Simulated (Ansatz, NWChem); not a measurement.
## Heat of formation of CH4N2O (urea) from total energies

The species is CH4N2O (8 atoms), meant as a singlet with charge 0. SMILES: `NC(N)=O`. The coordinates come from a PBE0-D4/def2-TZVP relaxation. This is one conformer, not always the lowest.

```xyz
8

N    -0.0912    1.1532   -0.2361
C    -0.2424   -0.2061   -0.3910
N     0.3264   -0.9533    0.6153
O    -0.8251   -0.7014   -1.3304
H    -0.6705    1.6930   -0.8566
H    -0.0039    1.5211    0.6961
H     0.3871   -1.9340    0.3995
H     1.1196   -0.5725    1.1032
```

Total energies at MP2/def2-SVPD, 4 core orbitals frozen (NWChem 7.3.0); the atoms run unrestricted:

```tsv
species	state	energy (Eh)
CH4N2O	singlet	-224.519663
N	quartet	-54.411740
C	triplet	-37.699761
O	triplet	-74.831553
H	doublet	-0.499278
```

Harmonic wavenumbers at PBE0-D4/def2-TZVP, in cm⁻¹: 374, 439, 475, 539, 544, 582, 792, 973, 1049, 1180, 1434, 1629, 1633, 1825, 3604, 3609, 3723, 3723.

Measured heats of formation of the gaseous atoms at 298.15 K, in kJ/mol: N 472.4, C 716.9, O 249.2, H 218.0. Spin-orbit lowering of the atoms at 298 K (mean of the ground term's levels less their thermal mean, from spectra), in kJ/mol: C 0.02, O 0.40. Take 1 Eh = 2625.50 kJ/mol, 1 cm⁻¹ = 0.0119627 kJ/mol, RT = 2.479 kJ/mol.

Question: Work out the heat of formation of the gas at 298 K.

Answer: 
1. Electronic atomisation energy: 2 × (-54.411740) + (-37.699761) + (-74.831553) + 4 × (-0.499278) − (-224.519663) = 1.167757 Eh = 3065.9 kJ/mol.
2. Zero-point energy: half the sum of the wavenumbers, 14063.5 cm⁻¹ = 168.2 kJ/mol.
3. Thermal vibrational enthalpy, Σ hcν̃/(exp(hcν̃/kT) − 1): 4.2 kJ/mol. Translation, rotation and pV of a non-linear molecule: 4 RT = 9.9 kJ/mol.
4. The 8 free atoms carry 5/2 RT each: 49.6 kJ/mol.
5. Spin-orbit coupling lowers the free atoms by 0.02 + 0.40 = 0.4 kJ/mol.
6. Atomisation enthalpy at 298 K: 3065.9 − 0.4 − 168.2 − 4.2 − 9.9 + 49.6 = 2932.8 kJ/mol.
7. Sum of the atoms' heats of formation: 2782.9 kJ/mol. Heat of formation: 2782.9 − 2932.8 = -149.9 kJ/mol.

The tabulated value is -245.8 kJ/mol (CRC Handbook of Chemistry and Physics; in doubt, as an older value, an estimate or one at odds with other calculations), so this level is off by +95.9 kJ/mol, or 3.2 % of the atomisation enthalpy that the table implies (3028.8 kJ/mol). Perturbation theory converges slowly with the basis for atomisation. A double-zeta basis underbinds. Anharmonicity and any spin-orbit splitting of the molecule are left out, and cores are frozen in the wave-function part.
